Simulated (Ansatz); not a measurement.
Write a Python script for the Python package of Ansatz (0.2.0) that makes a convergence test of the k-point mesh of Li, space group Fm-3m. Use (first run): PBE, PAW, cutoff 381 eV, 3×3×3 k-points, cold smearing of 0.3 eV, D3BJ dispersion. The script varies spacing (1/A): 0.9, 0.7, 0.55, 0.45, 0.35.

```xyz
1
Lattice="0.0000 2.2020 2.2020 2.2020 0.0000 2.2020 2.2020 2.2020 0.0000" Properties=species:S:1:pos:R:3 pbc="T T T"
Li    0.0000    0.0000    0.0000
```

Script `kconv.py`:
```python
"""k-point test for Li."""

import warnings

import ansatz as az
import pandas as pd

warnings.simplefilter("ignore", az.DeckWarning)

cell = (
    az.Lattice.of([0.0, 2.202, 2.202], [2.202, 0.0, 2.202], [2.202, 2.202, 0.0])
    .atom("Li", [0.0, 0.0, 0.0])
)

calc = (
    cell.calculation()
    .mixing("broyden", ndim=4, beta=0.6)
    .occupations(az.OccupationsMethod.COLD, width=300 * az.meV)
    .basis(14 * az.Ha)
    .scf(tolerance=1e-06, max_iterations=100, extra_bands=6, lower_state_search="standard")
    .functional("PBE", dispersion="D3(BJ)")
)

rows = []
for value in [0.9, 0.7, 0.55, 0.45, 0.35]:
    report = calc.kpoints(spacing=value).run(threads=1).report
    rows.append((value, report["free_energy_ev"] / len(report["lattice"]["sites"]), report["n_iterations"], report["n_kpoints"]))

table = pd.DataFrame(rows, columns=["spacing (1/A)", "F/atom (eV)", "iterations", "k-points"])
print(table.round(5).to_string(index=False))

# differences from the last row
for row in rows[:-1]:
    shift = 1000 * (row[1] - rows[-1][1])
    print(f"{row[0]}: {shift:+.2f} meV/atom" + ("  (within 1 meV)" if abs(shift) < 1 else ""))
```

```console
$ python kconv.py
 spacing (1/A)  F/atom (eV)  iterations  k-points
          0.90   -204.97615           3         4
          0.70   -204.77242           3         8
          0.55   -204.89698           3        10
          0.45   -204.82165           3        16
          0.35   -204.83813           3        29
0.9: -138.01 meV/atom
0.7: +65.72 meV/atom
0.55: -58.84 meV/atom
0.45: +16.48 meV/atom
```

The cutoff lies under the one recommended for these potentials. Dispersion corrections can be off by several per cent in the lattices of metals, and by several GPa in the pressure at a fixed cell. This isn't the structure that Li takes at ambient conditions. Shifts are counted from the finest mesh, which is itself no proven limit. The script silences the warnings on its input, which a real study should read.

(Lines on the test bed's own set-up are left out of the output.)
